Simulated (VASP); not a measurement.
# Si (P6/mmm) in VASP: single point with PBE

Aim: the single point of Si with PBE.

Program: VASP 6.6.1. These are calculated values, not measurements. Logs are shortened: lines on timing, memory, paths and dates and some standing lists are left out, and cuts for length are marked.

## Step 1: The crystal as given

It takes space group P6/mmm (No. 191, hexagonal). Conventional cell: a = 2.527 Å, b = 2.527 Å, c = 2.373 Å, α = 90.00°, β = 90.00°, γ = 120.00°. Around Si (site symmetry 6/mmm) lie 8 Si at 2.37 to 2.53 Å.

This isn't the form of Si at room conditions, which is diamond.

## Step 2: Single point, PBE

File INCAR:

```
  PREC = Accurate
  ENCUT = 520
  EDIFF = 1E-6
  ISMEAR = 0
  SIGMA = 0.3
  LREAL = F
  LASPH = T
  NELM = 80
  ALGO = Normal
  ISIF = 2
  LWAVE = F
  LCHARG = F
  GGA = PE
  NBANDS = 8
```

File KPOINTS:

```
regular mesh
0
Gamma
  10 10 10
```

File POSCAR:

```
Si
1.0
    2.5270000000      0.0000000000      0.0000000000
   -1.2635000000      2.1884460000      0.0000000000
    0.0000000000      0.0000000000      2.3730000000
Si
1
Direct
    0.0000000000      0.0000000000      0.0000000000
```

Potentials or basis: VASP PAW PBE potentials, release 64 (Si).

Command:

```
> cat potpaw_PBE.64/Si/POTCAR > POTCAR
> mpirun -np 1 vasp_std > vasp.out
```

OUTCAR:

```text
PREC = Accurate
   ENCUT = 520
   EDIFF = 1E-6
   ISMEAR = 0
   LREAL = F
   LASPH = T
   NELM = 80
   ISIF = 2
   GGA = PE

 ion  position               nearest neighbor table
   1  0.000  0.000  0.000-

  LATTYP: Found a hexagonal cell.
 ALAT       =     2.5270000000
 C/A-ratio  =     0.9390581717

  Lattice vectors:

 A1 = (   2.5270000000,   0.0000000000,   0.0000000000)
 A2 = (  -1.2635000000,   2.1884460000,   0.0000000000)
 A3 = (   0.0000000000,   0.0000000000,   2.3730000000)

Analysis of symmetry for initial positions (statically):
=====================================================================
 Subroutine PRICEL returns:
 Original cell was already a primitive cell.

 Routine SETGRP: Setting up the symmetry group for a
 hexagonal supercell.

 Subroutine GETGRP returns: Found 24 space group operations
 (whereof 24 operations were pure point group operations)
 out of a pool of 24 trial point group operations.

The static configuration has the point symmetry D_6h.

Analysis of symmetry for dynamics (positions and initial velocities):
=====================================================================
 Subroutine PRICEL returns:
 Original cell was already a primitive cell.

 Routine SETGRP: Setting up the symmetry group for a
 hexagonal supercell.

 Subroutine GETGRP returns: Found 24 space group operations
 (whereof 24 operations were pure point group operations)
 out of a pool of 24 trial point group operations.

The dynamic configuration has the point symmetry D_6h.

 Subroutine INISYM returns: Found 24 space group operations
 (whereof 24 operations are pure point group operations),
 and found     1 'primitive' translations

----------------------------------------------------------------------------------------

                                     Primitive cell

  volume of cell :      13.1232

  direct lattice vectors                    reciprocal lattice vectors
     2.527000000  0.000000000  0.000000000     0.395726157  0.228472624  0.000000000
    -1.263500000  2.188446000  0.000000000     0.000000000  0.456945248  0.000000000
     0.000000000  0.000000000  2.373000000     0.000000000  0.000000000  0.421407501

  length of vectors
     2.527000000  2.526999831  2.373000000     0.456945217  0.456945248  0.421407501

  position of ions in fractional coordinates (direct lattice)
     0.000000000  0.000000000  0.000000000

  ion indices of the primitive-cell ions
   primitive index   ion index
                 1           1

----------------------------------------------------------------------------------------

 KPOINTS: regular mesh

Automatic generation of k-mesh.
 Grid dimensions read from file:
 generate k-points for:   10   10   10

 Generating k-lattice:

  Cartesian coordinates                     Fractional coordinates (reciprocal lattice)
     0.039572616  0.022847262  0.000000000     0.100000000  0.000000000  0.000000000
     0.000000000  0.045694525  0.000000000     0.000000000  0.100000000  0.000000000
     0.000000000  0.000000000  0.042140750     0.000000000  0.000000000  0.100000000

  Length of vectors
     0.045694522  0.045694525  0.042140750

  Shift w.r.t. Gamma in fractional coordinates (k-lattice)
     0.000000000  0.000000000  0.000000000

 Subroutine IBZKPT returns following result:
 ===========================================

 Found     84 irreducible k-points:

 Following reciprocal coordinates:
            Coordinates               Weight
  0.000000  0.000000  0.000000      1.000000
  0.100000  0.000000  0.000000      6.000000
  0.200000  0.000000  0.000000      6.000000
  0.300000  0.000000  0.000000      6.000000
  0.400000  0.000000  0.000000      6.000000
  0.500000  0.000000  0.000000      3.000000
[... 16 lines left out ...]
  0.300000  0.100000  0.100000     24.000000
  0.400000  0.100000  0.100000     24.000000
 [... further k-points ...]
   k-points           NKPTS =     84   k-points in BZ     NKDIM =     84   number of bands    NBANDS=      8
   number of dos      NEDOS =    301   number of ions     NIONS =      1
   total plane-waves  NPLWV =   7200
   dimension x,y,z NGX =    20 NGY =   20 NGZ =   18
   dimension x,y,z NGXF=    40 NGYF=   40 NGZF=   36
   ions per type =               1
   NGX,Y,Z   is equivalent  to a cutoff of  13.16, 13.16, 12.61 a.u.
   NGXF,Y,Z  is equivalent  to a cutoff of  26.32, 26.32, 25.22 a.u.
 SYSTEM =  unknown system
   PREC   = accura    normal or accurate (medium, high low for compatibility)
   ISTART =      0    job   : 0-new  1-cont  2-samecut
   ICHARG =      2    charge: 1-file 2-atom 10-const
   ISPIN  =      1    spin polarized calculation?
   LNONCOLLINEAR =      F non collinear calculations
   LSORBIT =      F    spin-orbit coupling
   LASPH  =      T    aspherical Exc in radial PAW
   ENCUT  =  520.0 eV  38.22 Ry    6.18 a.u.   4.70  4.70  4.41*2*pi/ulx,y,z
   NELM   =     80;   NELMIN=  2; NELMDL= -5     # of ELM steps
   EDIFF  = 0.1E-05   stopping-criterion for ELM
   LREAL  =      F    real-space projection
[... 7 lines left out ...]
   TEBEG  =    0.0;   TEEND  =   0.0 temperature during run
   PSTRESS=    0.0 pullay stress
   NELECT =       4.0000    total number of electrons
   NUPDOWN=      -1.0000    fix difference up-down
   EMIN   =  10.00;   EMAX   =-10.00  energy-range for DOS
   EFERMI =   0.00;   METHOD = LEGACY
   ISMEAR =     0;   SIGMA  =   0.30  broadening in eV -4-tet -1-fermi 0-gaus
   EFERMI_NEDOS =   21; number of points for ismear=-14 and -15
   IALGO  =     38    algorithm
   IMIX   =      4    mixing-type and parameters
     AMIX     =   0.40;   BMIX     =  1.00
     AMIX_MAG =   1.60;   BMIX_MAG =  1.00
  volume/ion in A,a.u.               =      13.12        88.56
  Fermi-wavevector in a.u.,A,eV,Ry     =   1.101747  2.082000 16.515385  1.213847
  Thomas-Fermi vector in A             =   2.238179
   LORBIT       =      0    0 simple, 1 ext, 2 COOP (PROOUT), +10 PAW based schemes
   GGA     = PE    functional components
   LHFCALC =     F    Hartree Fock is set to
   AEXX    =    0.0000 exact exchange contribution
   IVDW    =     0    specifies the selected vdW correction
   LEPSILON=     F    determine dielectric tensor
   LRPA    =     F    only Hartree local field effects (RPA)
 non-spin polarized calculation
 Gauss-broadening in eV      SIGMA  =   0.30
  energy-cutoff  :      520.00
  volume of cell :       13.12
 maximum number of plane-waves:       369
 NGX is ok and might be reduce to    20
   NGX =  9   NGY =  9   NGZ =  9

 number of electron       4.0000000 magnetization

 Free energy of the ion-electron system (eV)
  ---------------------------------------------------
  ext. energy  EPLUGINS =         0.00000000
  ---------------------------------------------------
  free energy    TOTEN  =        -5.01080820 eV

  energy without entropy =       -4.99622823  energy(sigma->0) =       -5.00351821

 E-fermi :  11.2223     XC(G=0): -11.5258

 val. band max:       11.1211165051   @ k =   0.3000   0.2000   0.2000
 cond. band min:      11.3178678043   @ k =   0.3000   0.3000   0.5000
 fundamental gap:      0.1967512992
 Fermi energy:        11.2222692438

 k-point     1 :       0.0000    0.0000    0.0000
  band No.  band energies     occupation
      1      -3.9702      2.00000
      2      18.8008      0.00000
      3      20.1029      0.00000
      4      22.8018      0.00000
      5      22.8019      0.00000
      6      23.9099      0.00000
      7      23.9099      0.00000
      8      29.5241      0.00000

 k-point     2 :       0.1000    0.0000    0.0000
  band No.  band energies     occupation
      1      -3.6675      2.00000
      2      17.7809      0.00000
      3      20.3550      0.00000
      4      20.5866      0.00000
      5      20.9671      0.00000
      6      24.4121      0.00000
      7      26.2626      0.00000
      8      32.2707      0.00000

 k-point     3 :       0.2000    0.0000    0.0000
  band No.  band energies     occupation
      1      -2.7626      2.00000
      2      14.2332      0.00000
      3      19.1875      0.00000
      4      19.3418      0.00000
      5      21.1103      0.00000
      6      24.8301      0.00000
      7      29.5799      0.00000
      8      34.8954      0.00000

 k-point     4 :       0.3000    0.0000    0.0000
  band No.  band energies     occupation
      1      -1.2650      2.00000
      2      10.2572      1.99999
      3      17.9083      0.00000
      4      18.5560      0.00000
      5      22.3628      0.00000
      6      25.9739      0.00000
      7      32.2226      0.00000
      8      33.3426      0.00000

 k-point     5 :       0.4000    0.0000    0.0000
  band No.  band energies     occupation
      1       0.8090      2.00000
      2       6.6208      2.00000
      3      17.1406      0.00000
      4      17.9937      0.00000
      5      24.0840      0.00000
      6      27.8386      0.00000
      7      29.2199      0.00000
      8      33.4031      0.00000

 k-point     6 :       0.5000    0.0000    0.0000
  band No.  band energies     occupation
      1       3.2519      2.00000
      2       3.6498      2.00000
      3      16.8848      0.00000
      4      17.7900      0.00000
      5      25.7372      0.00000
      6      27.1228      0.00000
      7      29.6903      0.00000
      8      31.2209      0.00000

 k-point     7 :       0.1000    0.1000    0.0000
  band No.  band energies     occupation
      1      -3.0638      2.00000
      2      15.9672      0.00000
      3      17.2419      0.00000
      4      20.8588      0.00000
      5      21.5035      0.00000
      6      25.2115      0.00000
      7      27.5333      0.00000
      8      35.1953      0.00000

 k-point     8 :       0.2000    0.1000    0.0000
  band No.  band energies     occupation
      1      -1.8624      2.00000
      2      12.4101      0.00000
      3      15.1832      0.00000
      4      21.7791      0.00000
      5      21.8630      0.00000
      6      25.8497      0.00000
      7      30.1319      0.00000
      8      33.8025      0.00000

 k-point     9 :       0.3000    0.1000    0.0000
  band No.  band energies     occupation
      1      -0.0761      2.00000
      2       8.5938      2.00000
      3      14.1146      0.00000
      4      21.5840      0.00000
      5      23.3538      0.00000
      6      27.1471      0.00000
      7      30.8148      0.00000
      8      33.3459      0.00000

 k-point    10 :       0.4000    0.1000    0.0000
  band No.  band energies     occupation
      1       2.2714      2.00000
      2       5.1977      2.00000
      3      13.5853      0.00000
      4      21.3484      0.00000
      5      25.2363      0.00000
      6      28.0962      0.00000
      7      29.1681      0.00000
      8      32.2339      0.00000
[... 78 lines left out ...]
 k-point    18 :       0.3000    0.0000    0.1000
  band No.  band energies     occupation
      1      -1.0141      2.00000
      2      10.4530      1.99971
      3      17.4549      0.00000
      4      18.1207      0.00000
      5      21.2174      0.00000
      6      28.6417      0.00000
      7      29.8032      0.00000
      8      33.4258      0.00000

 k-point    19 :       0.4000    0.0000    0.1000
  band No.  band energies     occupation
      1       1.0569      2.00000
      2       6.8513      2.00000
      3      17.3543      0.00000
      4      17.6524      0.00000
      5      22.0103      0.00000
      6      26.6517      0.00000
      7      30.6296      0.00000
      8      34.7806      0.00000

 k-point    20 :       0.5000    0.0000    0.1000
  band No.  band energies     occupation
      1       3.5029      2.00000
      2       3.8828      2.00000
      3      17.0989      0.00000
      4      17.6404      0.00000
      5      23.9093      0.00000
      6      24.0388      0.00000
      7      32.0979      0.00000
      8      34.5843      0.00000

 k-point    21 :       0.1000    0.1000    0.1000
  band No.  band energies     occupation
      1      -2.8105      2.00000
      2      15.1757      0.00000
      3      17.4612      0.00000
      4      18.4962      0.00000
      5      24.3978      0.00000
      6      25.4073      0.00000
      7      28.3346      0.00000
      8      33.9427      0.00000

 k-point    22 :       0.2000    0.1000    0.1000
  band No.  band energies     occupation
      1      -1.6107      2.00000
      2      12.5370      0.00000
      3      15.2452      0.00000
      4      18.5300      0.00000
      5      23.8308      0.00000
      6      27.4118      0.00000
      7      30.3559      0.00000
      8      31.9568      0.00000

 k-point    23 :       0.3000    0.1000    0.1000
  band No.  band energies     occupation
      1       0.1731      2.00000
      2       8.8119      2.00000
      3      14.2617      0.00000
      4      19.6160      0.00000
      5      23.2139      0.00000
      6      28.3340      0.00000
      7      29.5898      0.00000
      8      33.0364      0.00000

 k-point    24 :       0.4000    0.1000    0.1000
  band No.  band energies     occupation
      1       2.5172      2.00000
      2       5.4337      2.00000
      3      13.7629      0.00000
      4      20.6276      0.00000
      5      23.6023      0.00000
      6      25.5722      0.00000
      7      31.6560      0.00000
      8      32.7418      0.00000

 [... further k-points ...]
[... 5 lines left out ...]
  --------------------------------------------------------------------------------------
  -------------------------------------------------------------------------------------
  Total        1.9075660      1.9075657      1.3247228      0.0000000     -0.0000000      0.0000000
  in kB      232.8902695    232.8902279    161.7323007      0.0000000     -0.0000000      0.0000000
  external PRESSURE =     209.1709327 kB  Pullay stress =       0.0000000 kB

 VOLUME and BASIS-vectors are now :
 -----------------------------------------------------------------------------
  energy-cutoff  :      520.00
  volume of cell :       13.12
      direct lattice vectors                 reciprocal lattice vectors
     2.527000000  0.000000000  0.000000000     0.395726157  0.228472624  0.000000000
    -1.263500000  2.188446000  0.000000000     0.000000000  0.456945248  0.000000000
     0.000000000  0.000000000  2.373000000     0.000000000  0.000000000  0.421407501

 POSITION                                       TOTAL-FORCE (eV/Angst)
 -----------------------------------------------------------------------------------
      0.00000      0.00000      0.00000         0.000000      0.000000      0.000000
 -----------------------------------------------------------------------------------
    total drift:                               -0.000000     -0.000000     -0.000000

  FREE ENERGIE OF THE ION-ELECTRON SYSTEM (eV)
  ---------------------------------------------------
  free  energy   TOTEN  =        -5.0108082021 eV

  energy  without entropy=       -4.9962282257  energy(sigma->0) =       -5.00351821
```

It took 5.7 s on 1 thread of AMD EPYC 7R43 (Zen 3), shared host; peak memory 0.08 GiB.

Results:

| Item | Value |
| --- | --- |
| Free energy | -5.0108 eV |
| Pressure | 20.9 GPa |
| Band gap on the k mesh | none (metal or under the smearing width) |

Levels at points of the mesh, in eV from the Fermi level:
```tsv
k point	band 1	band 2	band 3	band 4	band 5
(0.00, 0.00, 0.00)	-15.19	7.58	8.88	11.58	11.58
(0.50, 0.00, 0.00)	-7.97	-7.57	5.66	6.57	14.51
(0.00, 0.00, 0.50)	-9.68	-8.03	15.73	15.73	15.87
(0.50, 0.00, 0.50)	-3.21	-2.34	-1.50	0.95	9.91
```

Caveat: so large a pressure means that the cell lies far from this level's equilibrium, or that cutoff or potentials fall short.
